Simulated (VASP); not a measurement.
# SiGe3 (R-3m) in VASP: further runs

One crystal, SiGe3, is run at these levels: PBE; tasks: relaxation of cell and atoms.

All numbers are computed with VASP 6.6.1; they aren't measurements. Logs are shortened: lines on timing, memory, paths and dates and some standing lists are left out, and cuts for length are marked.

### 1 The crystal as given

It takes space group R-3m (No. 166, trigonal). Conventional cell: a = 7.920 Å, b = 7.920 Å, c = 9.700 Å, α = 90.00°, β = 90.00°, γ = 120.00°. Around Si (site symmetry 3m) lie 3 Ge at 2.42 Å and 1 Si at 2.42 Å. Ge (site symmetry m) is surrounded by 3 Ge at 2.42 to 2.43 Å and 1 Si at 2.42 Å.

The cell was built by a generator and needn't be a form met in nature.

### 2 Relaxation of cell and atoms, PBE

File INCAR:

```
SYSTEM = SiGe3
ALGO     = Fast           ! electronic algorithm
EDIFF    = 1E-4           ! SCF threshold, eV
EDIFFG   = -0.08          ! ionic threshold
ENCUT    = 520            ! plane-wave cutoff, eV
GGA      = PE             ! functional
IBRION   = 2              ! ionic algorithm
ISIF     = 3              ! what is computed and relaxed
ISMEAR   = 0              ! smearing method
LASPH    = .TRUE.         ! aspherical terms in the spheres
LCHARG   = .FALSE.        ! write CHGCAR
LREAL    = .FALSE.        ! projectors in reciprocal space
LWAVE    = .FALSE.        ! write WAVECAR
NELM     = 60             ! most SCF steps
NSW      = 24             ! ionic steps
PREC     = Normal         ! precision mode
SIGMA    = 0.15           ! smearing width, eV
```

File KPOINTS:

```
k-points
0
G
  3 3 3
  0 0 0
```

File POSCAR:

```
SiGe3
1.0
    3.9600000000      2.2863070700      3.2333333300
   -3.9600000000      2.2863070700      3.2333333300
    0.0000000000     -4.5726141300      3.2333333300
Si Ge
2 6
Direct
    0.8750000000      0.8750000000      0.8750000000
    0.1250000000      0.1250000000      0.1250000000
    0.8749990000      0.3750000000      0.3750000000
    0.6250000000      0.6250000000      0.1250010000
    0.6250000000      0.1250010000      0.6250000000
    0.3750000000      0.3750000000      0.8749990000
    0.1250010000      0.6250000000      0.6250000000
    0.3750000000      0.8749990000      0.3750000000
```

Potentials or basis: VASP PAW PBE potentials, release 64 (Si, Ge_d).

Launch:

```
$ cat potpaw_PBE.64/Si/POTCAR potpaw_PBE.64/Ge_d/POTCAR > POTCAR
$ mpirun -np 1 vasp_std > vasp.out
```

OUTCAR:

```text
SYSTEM = SiGe3
   EDIFF = 1E-4
   EDIFFG = -0.08
   ENCUT = 520
   GGA = PE
   IBRION = 2
   ISIF = 3
   ISMEAR = 0
   LASPH = .TRUE.
   LREAL = .FALSE.
   NELM = 60
   NSW = 24
   PREC = Normal

 ion  position               nearest neighbor table
   1  0.875  0.875  0.875-   5 2.42   7 2.42   4 2.42   2 2.42
   2  0.125  0.125  0.125-   3 2.42   8 2.42   6 2.42   1 2.42
   3  0.875  0.375  0.375-   4 2.42   5 2.42   2 2.42   7 2.43
   4  0.625  0.625  0.125-   3 2.42   8 2.42   1 2.42   6 2.43
   5  0.625  0.125  0.625-   6 2.42   3 2.42   1 2.42   8 2.43
   6  0.375  0.375  0.875-   5 2.42   7 2.42   2 2.42   4 2.43
   7  0.125  0.625  0.625-   6 2.42   8 2.42   1 2.42   3 2.43
   8  0.375  0.875  0.375-   4 2.42   7 2.42   2 2.42   5 2.43

  LATTYP: Found a simple cubic cell.
 ALAT       =     5.6002896748

  Lattice vectors:

 A1 = (   3.9600000000,   2.2863070700,   3.2333333300)
 A2 = (  -3.9600000000,   2.2863070700,   3.2333333300)
 A3 = (   0.0000000000,  -4.5726141300,   3.2333333300)

Analysis of symmetry for initial positions (statically):
=====================================================================
 Subroutine PRICEL returns:
 Original cell was already a primitive cell.

 Routine SETGRP: Setting up the symmetry group for a
 simple cubic supercell.

 Subroutine GETGRP returns: Found 12 space group operations
 (whereof 12 operations were pure point group operations)
 out of a pool of 48 trial point group operations.

The static configuration has the point symmetry D_3d.

Analysis of symmetry for dynamics (positions and initial velocities):
=====================================================================
 Subroutine PRICEL returns:
 Original cell was already a primitive cell.

 Routine SETGRP: Setting up the symmetry group for a
 simple cubic supercell.

 Subroutine GETGRP returns: Found 12 space group operations
 (whereof 12 operations were pure point group operations)
 out of a pool of 48 trial point group operations.

The dynamic configuration has the point symmetry D_3d.

 Subroutine INISYM returns: Found 12 space group operations
 (whereof 12 operations are pure point group operations),
 and found     1 'primitive' translations

----------------------------------------------------------------------------------------

                                     Primitive cell

  volume of cell :     175.6433

[... 71 lines left out ...]
 SYSTEM =  SiGe3
   PREC   = normal    normal or accurate (medium, high low for compatibility)
   ISTART =      0    job   : 0-new  1-cont  2-samecut
   ICHARG =      2    charge: 1-file 2-atom 10-const
   ISPIN  =      1    spin polarized calculation?
   LNONCOLLINEAR =      F non collinear calculations
   LSORBIT =      F    spin-orbit coupling
   LASPH  =      T    aspherical Exc in radial PAW
   ENCUT  =  520.0 eV  38.22 Ry    6.18 a.u.  10.41 10.41 10.41*2*pi/ulx,y,z
   NELM   =     60;   NELMIN=  2; NELMDL= -5     # of ELM steps
   EDIFF  = 0.1E-03   stopping-criterion for ELM
   LREAL  =      F    real-space projection
   EDIFFG = -.8E-01   stopping-criterion for IOM
   NSW    =     24    number of steps for IOM
   IBRION =      2    ionic relax: 0-MD 1-quasi-New 2-CG
   NFREE  =      1    steps in history (QN), initial steepest desc. (CG)
   ISIF   =      3    stress and relaxation
   ISYM   =      2    0-nonsym 1-usesym 2-fastsym
   POTIM  = 0.5000    time-step for ionic-motion
   TEBEG  =    0.0;   TEEND  =   0.0 temperature during run
   PSTRESS=    0.0 pullay stress
   NELECT =      92.0000    total number of electrons
   NUPDOWN=      -1.0000    fix difference up-down
   EMIN   =  10.00;   EMAX   =-10.00  energy-range for DOS
   EFERMI =   0.00;   METHOD = LEGACY
   ISMEAR =     0;   SIGMA  =   0.15  broadening in eV -4-tet -1-fermi 0-gaus
   EFERMI_NEDOS =   21; number of points for ismear=-14 and -15
   IALGO  =     68    algorithm
   IMIX   =      4    mixing-type and parameters
     AMIX     =   0.40;   BMIX     =  1.00
     AMIX_MAG =   1.60;   BMIX_MAG =  1.00
  volume/ion in A,a.u.               =      21.96       148.16
  Fermi-wavevector in a.u.,A,eV,Ry     =   1.319655  2.493786 23.694387  1.741488
  Thomas-Fermi vector in A             =   2.449537
   LORBIT       =      0    0 simple, 1 ext, 2 COOP (PROOUT), +10 PAW based schemes
   GGA     = PE    functional components
   LHFCALC =     F    Hartree Fock is set to
   AEXX    =    0.0000 exact exchange contribution
   IVDW    =     0    specifies the selected vdW correction
   LEPSILON=     F    determine dielectric tensor
   LRPA    =     F    only Hartree local field effects (RPA)
 conjugate gradient relaxation of ions
 non-spin polarized calculation
 RMM-DIIS sequential band-by-band and
 Gauss-broadening in eV      SIGMA  =   0.15
  energy-cutoff  :      520.00
  volume of cell :      175.64
 maximum number of plane-waves:      4739
   NGX = 21   NGY = 21   NGZ = 21

--------------------------------------- Ionic step        1  -------------------------------------------

 number of electron      92.0000549 magnetization

 Free energy of the ion-electron system (eV)
  ---------------------------------------------------
  ext. energy  EPLUGINS =         0.00000000
  ---------------------------------------------------
  free energy    TOTEN  =       -37.54700600 eV

  energy without entropy =      -37.54676750  energy(sigma->0) =      -37.54688675

------------------------ aborting loop because EDIFF is reached ----------------------------------------

  FORCE on cell =-STRESS in cart. coord.  units (eV):
  Direction    XX          YY          ZZ          XY          YZ          ZX
  --------------------------------------------------------------------------------------
  -------------------------------------------------------------------------------------
  Total        3.1499327      3.1499327      3.2490890      0.0000000      0.0000000      0.0000000
  in kB       28.7329611     28.7329611     29.6374421      0.0000000      0.0000000      0.0000000
  external PRESSURE =      29.0344548 kB  Pullay stress =       0.0000000 kB
[... 239 lines left out ...]
--------------------------------------- Ionic step        7  -------------------------------------------

 number of electron      92.0000150 magnetization

 Free energy of the ion-electron system (eV)
  ---------------------------------------------------
  ext. energy  EPLUGINS =         0.00000000
  ---------------------------------------------------
  free energy    TOTEN  =       -37.66344116 eV

  energy without entropy =      -37.66235877  energy(sigma->0) =      -37.66289996

 E-fermi :   5.0763     XC(G=0):  -9.6383

 val. band max:        4.8417027965   @ k =   0.0000   0.0000   0.0000
 cond. band min:       5.2854776035   @ k =   0.0000   0.0000   0.0000
 fundamental gap:      0.4437748070
 Fermi energy:         5.0762681417

 k-point     1 :       0.0000    0.0000    0.0000
  band No.  band energies     occupation
      1     -19.8200      2.00000
      2     -19.8146      2.00000
      3     -19.8146      2.00000
      4     -19.8075      2.00000
      5     -19.7673      2.00000
      6     -19.7673      2.00000
[... 372 lines left out ...]
  FREE ENERGIE OF THE ION-ELECTRON SYSTEM (eV)
  ---------------------------------------------------
  free  energy   TOTEN  =       -37.6634411605 eV

  energy  without entropy=      -37.6623587690  energy(sigma->0) =      -37.66289996

 reached required accuracy - stopping structural energy minimisation
```

CONTCAR:

```text
SiGe3
   1.00000000000000
     4.0111566122828792    2.3158423539799347    3.2726365783975830
    -4.0111566122828792    2.3158423539799347    3.2726365783975830
     0.0000000000000000   -4.6316846977138981    3.2726365783151632
  Si              Ge
     2     6
Direct
     0.8779137446690897    0.8779137446690897    0.8779137446690937
     0.1220862553309103    0.1220862553309103    0.1220862553309062
     0.8781724241012754    0.3718450391388860    0.3718450391388857
     0.6281549608611097    0.6281549608611097    0.1218275758987243
     0.6281549608611141    0.1218275758987247    0.6281549608611144
     0.3718450391388904    0.3718450391388904    0.8781724241012756
     0.1218275758987247    0.6281549608611141    0.6281549608611144
     0.3718450391388860    0.8781724241012754    0.3718450391388857

  0.00000000E+00  0.00000000E+00  0.00000000E+00
  0.00000000E+00  0.00000000E+00  0.00000000E+00
  0.00000000E+00  0.00000000E+00  0.00000000E+00
  0.00000000E+00  0.00000000E+00  0.00000000E+00
  0.00000000E+00  0.00000000E+00  0.00000000E+00
  0.00000000E+00  0.00000000E+00  0.00000000E+00
  0.00000000E+00  0.00000000E+00  0.00000000E+00
  0.00000000E+00  0.00000000E+00  0.00000000E+00
```

Run time: 3.6 min. Hardware: 1 thread of Intel Xeon Platinum 8375C at 2.90GHz (Ice Lake), shared host; peak memory 0.2 GiB.

Results:

```yaml
Free_energy: -37.6634 eV
Relaxed_volume: 22.80 Å³/atom
Relaxed_cell: a = 5.671 Å, b = 5.671 Å, c = 5.671 Å, α = 90.03°, β = 90.03°, γ = 90.03°
Space_group_after_relaxing_to_0.05_Å: R-3m (No. 166)
Energy_gained_by_relaxing: 14.6 meV/atom
Ionic_steps: 7
Pressure_after_relaxing: 0.3 GPa
Largest_force_after_relaxing: 0.031 eV/Å
Band_gap_on_the_k_mesh: 0.44 eV, direct
```

Forces in eV/Å, atoms in the order of the input:
```
Si   0.000  0.000  0.031
Si   0.000  0.000 -0.031
Ge  -0.013 -0.008 -0.005
Ge   0.000 -0.015  0.005
Ge  -0.013  0.008  0.005
Ge   0.000  0.015 -0.005
Ge   0.013  0.008  0.005
Ge   0.013 -0.008 -0.005
```

Step by step:
| step | energy change (eV) | largest force (eV/Å) | pressure (GPa) | volume (Å³) |
| --- | --- | --- | --- | --- |
| 1 | 0.0000 | 0.4833 | 2.90 | 175.64 |
| 2 | -0.0984 | 0.1394 | 0.34 | 185.95 |
| 3 | -0.0846 | 0.0903 | -1.66 | 187.75 |
| 4 | -0.0953 | 0.1299 | -0.02 | 186.45 |
| 5 | -0.0914 | 0.1106 | -1.76 | 186.98 |
| 6 | -0.0938 | 0.1206 | -1.08 | 186.67 |
| 7 | -0.1164 | 0.0311 | 0.27 | 182.40 |

Final structure:
```yaml
crystal:
  lattice:
    - [4.01116, 2.31584, 3.27264]
    - [-4.01116, 2.31584, 3.27264]
    - [0.00000, -4.63168, 3.27264]
  atoms:
    - { symbol: Si, position: [0.87791, 0.87791, 0.87791] }
    - { symbol: Si, position: [0.12209, 0.12209, 0.12209] }
    - { symbol: Ge, position: [0.87817, 0.37185, 0.37185] }
    - { symbol: Ge, position: [0.62816, 0.62816, 0.12183] }
    - { symbol: Ge, position: [0.62815, 0.12183, 0.62815] }
    - { symbol: Ge, position: [0.37185, 0.37185, 0.87817] }
    - { symbol: Ge, position: [0.12183, 0.62815, 0.62815] }
    - { symbol: Ge, position: [0.37185, 0.87817, 0.37185] }
```

Caveat: an odd mesh through Γ misses points on the zone boundary, where band edges often lie; the relaxation stopped at a loose force limit of 0.08 eV/Å, so its end isn't a converged minimum.

### 3 Relaxation of cell and atoms, PBE

This run uses another cell than the first one, of 17.45 Å³/atom, 0.795 times its volume.

INCAR is that of step 2.

File KPOINTS:

```
k-points
0
G
  4 4 3
  0 0 0
```

File POSCAR:

```
SiGe3
1.0
    5.0894494800      0.0000000000      0.0000000000
   -2.5447247400      4.4075925400      0.0000000000
    0.0000000000      0.0000000000      6.2237540300
Si Ge
2 6
Direct
    0.0000000000      0.0000000000      0.0000000000
    0.0000000000      0.0000000000      0.5000000000
    0.5000000000      0.0000000000      0.6597186400
    0.0000000000      0.5000000000      0.6597186400
    0.5000000000      0.5000000000      0.6597186400
    0.0000000000      0.5000000000      0.3402813600
    0.5000000000      0.0000000000      0.3402813600
    0.5000000000      0.5000000000      0.3402813600
```

Potentials or basis: VASP PAW PBE potentials, release 64 (Si, Ge_d).

Launch:

```
$ cat potpaw_PBE.64/Si/POTCAR potpaw_PBE.64/Ge_d/POTCAR > POTCAR
$ mpirun -np 1 vasp_std > vasp.out
```

It took 18 min on 1 thread of Intel Xeon Platinum 8375C at 2.90GHz (Ice Lake), shared host; peak memory 0.21 GiB.

It converged, with:

* Free energy: -34.8877 eV
* Relaxed volume: 18.36 Å³/atom
* Relaxed cell: a = 5.659 Å, b = 5.659 Å, c = 5.295 Å, α = 90.00°, β = 90.00°, γ = 120.00°
* Space group after relaxing (to 0.05 Å): P6/mmm (No. 191)
* Energy gained by relaxing: 1265.5 meV/atom
* Ionic steps: 23
* Pressure after relaxing: 0.3 GPa
* Largest force after relaxing: 0.035 eV/Å
* Band gap on the k mesh: none (metal or under the smearing width)

Forces in eV/Å, atoms in the order of the input:
```
Si   0.000  0.000  0.000
Si   0.000  0.000  0.000
Ge   0.000  0.000 -0.035
Ge   0.000  0.000 -0.035
Ge   0.000  0.000 -0.035
Ge   0.000  0.000  0.035
Ge   0.000  0.000  0.035
Ge   0.000  0.000  0.035
```

Stress tensor (GPa, compression positive):
```
0.32 0.00 0.00
0.00 0.32 0.00
0.00 0.00 0.16
```

Step by step:
| step | energy change (eV) | largest force (eV/Å) | pressure (GPa) | volume (Å³) |
| --- | --- | --- | --- | --- |
| 1 | 0.0000 | 10.9167 | 40.38 | 139.61 |
| 2 | 11.2767 | 0.0075 | -9.10 | 246.45 |
| 3 | -4.5815 | 0.0237 | -8.42 | 232.33 |
| 4 | -5.7291 | 0.0040 | -8.08 | 221.42 |
| 5 | -7.7895 | 0.1941 | -2.57 | 177.65 |
| 6 | -7.8765 | 0.9462 | 3.43 | 161.78 |
| 7 | -8.0730 | 0.3488 | -1.14 | 172.37 |
| 8 | -8.0742 | 0.4432 | -0.21 | 170.34 |
| 9 | -8.0758 | 0.3882 | -0.44 | 170.99 |
| 10 | -8.2889 | 0.3593 | -1.61 | 170.15 |
| 11 | -8.7367 | 0.3408 | -1.88 | 166.65 |
| 12 | -8.8610 | 2.1319 | -0.31 | 154.97 |
| 13 | -8.9951 | 0.7815 | -2.29 | 164.08 |
| 14 | -9.3000 | 1.4378 | -2.78 | 159.96 |
| 15 | -9.4219 | 1.3932 | -3.45 | 158.49 |
| 16 | -9.5975 | 1.1816 | -1.18 | 154.01 |
| 17 | -9.8521 | 0.7138 | -1.93 | 152.15 |
| 18 | -10.0614 | 0.0973 | -1.12 | 149.28 |
| 19 | -10.0900 | 0.1674 | -2.19 | 147.95 |
| 20 | -10.0860 | 0.3178 | -1.11 | 147.07 |
| 21 | -10.0899 | 0.2125 | -0.68 | 147.46 |
| 22 | -10.1158 | 0.1176 | -0.14 | 147.14 |
| 23 | -10.1242 | 0.0354 | 0.27 | 146.86 |

Final structure:
```
Si Ge
1.0
     5.65927    0.00000    0.00000
    -2.82964    4.90107    0.00000
     0.00000    0.00000    5.29495
Si Ge
2 6
Cartesian
  0.0000 0.0000 0.0000
  0.0000 0.0000 2.6475
  2.8296 0.0000 3.9769
  -1.4148 2.4505 3.9769
  1.4148 2.4505 3.9769
  -1.4148 2.4505 1.3181
  2.8296 0.0000 1.3181
  1.4148 2.4505 1.3181
```

Levels at points of the mesh, in eV from the Fermi level:
```csv
k point,band 42,band 43,band 44,band 45,band 46,band 47,band 48,band 49,band 50,band 51
"(0.00, 0.00, 0.00)",-2.54,-2.33,-2.12,-2.06,-2.06,-1.01,-1.01,0.45,0.45,3.41
"(0.50, 0.00, 0.00)",-2.65,-2.61,-2.38,-0.92,-0.85,0.88,0.91,1.00,2.31,2.38
```

Caveat: the relaxation stopped at a loose force limit of 0.08 eV/Å, so its end isn't a converged minimum.
